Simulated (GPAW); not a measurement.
The system is AlN.

```
Al N
1.0
     3.11300    0.00000    0.00000
    -1.55650    2.69594    0.00000
     0.00000    0.00000    4.98100
Al N
2 2
Direct
  0.66667 0.33333 0.50000
  0.33333 0.66667 0.00000
  0.66667 0.33333 0.88000
  0.33333 0.66667 0.38000
```

Base run:

```yaml
Program: GPAW 26.7.0
Functional: RPBE
Potentials_or_basis: the program's PAW data sets (release 1.2.1) made for this functional
Cutoff: 800 eV
Basis: pw
k_mesh: 7 × 7 × 4
Occupations: fermi-dirac, width 0.05 eV
Spin: no spin polarisation
```

Its results: band gap on the k mesh 4.25 eV, direct; pressure 8.4 GPa; largest force 0.142 eV/Å.

Problem. After a change of settings the same cell gave: band gap on the k mesh 4.28 eV, direct; pressure -3.9 GPa; largest force 0.120 eV/Å. Which change was it?
A. functional from RPBE to OLYP; potentials or basis from the program's PAW data sets (release 1.2.1) made for this functional to PAW data sets generated in the run's folder for this functional
B. functional from RPBE to LDA; cutoff from 800 eV to 600 eV; k mesh from 7 × 7 × 4 to 8 × 8 × 5
C. functional from RPBE to LDA

Solution. C.

LDA binds more tightly than RPBE, so the same cell stands under less pressure.

Not every run made on this cell is shown here.
